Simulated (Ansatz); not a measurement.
# Os/LiF/Pt: predicting the conductance of a thicker barrier

How it was computed: Ansatz 0.2.0, plane waves with PAW datasets, PBE. Interfaces are relaxed in a short slab (with D3(BJ) where the barrier is layered), set between ideal electrode layers that go on as semi-infinite leads, and the zero-bias conductance G at 300 K comes from T(E) on a typed mesh. The error is the largest of the program's estimates from energy step, mesh, the leads' potential steps and neutrality; its separate bound for narrow resonances between the energies solved isn't counted and can be far larger. The lower electrode is Os (hcp 0001), the upper Pt (fcc 111) and the barrier LiF (rock salt 111), on a net of side 2.75 Å; d is the distance between the electrodes' last planes.

Runs in hand:

```tsv
planes in the barrier	d (Å)	G (S/m²)	error (%)	lead step (meV)
5	8.86	1.16e11	60	51
7	11.25	4.55e9	49	51
9	13.64	1.34e8	51	51
11	16.02	4.67e6	49	51
```

Q: A further run has 13 planes, d = 18.41 Å. Fit G ∝ exp(−βd) to the rows shown and predict its conductance.

A: Take y = ln G: 25.47, 22.24, 18.71 and 15.36. The means are d = 12.44 Å and y = 20.45; Σ(Δd Δy) = −40.43 and Σ(Δd)² = 28.49, so the slope is −1.419 Å⁻¹ (β = 1.419 Å⁻¹). At d = 18.41 Å, y = 20.45 − 1.419 × 5.97 = 11.98, or G = 1.59e5 S/m².

What the calculation gave: The run gave 1.60e5 S/m², with an error estimate of 41 % and a lead step of 51 meV. The prediction is 0.99 times that, a miss under 10 %.

**Limits.** The interfaces are ideal, one cell wide, strained to a common net and relaxed from one registry with their symmetry kept. PBE's gaps are too small, so true decay constants are likely larger where the Fermi level lies deep in a gap. No spin-orbit coupling, phonons, disorder or image charges enter. The rows shown are chosen by tests on error estimates (under 100 to 120 %), lead steps (under 150 meV, though the program warns over 25), intact interfaces and, for fits, a steady trend in the rows shown; the data set holds 414 series of this kind, and not all pass.

[Logs are printed without paths, hosts, clocks, repeated set-up lines and the standing remarks that a program may print on its own settings, such as how far it seeks lower states.]
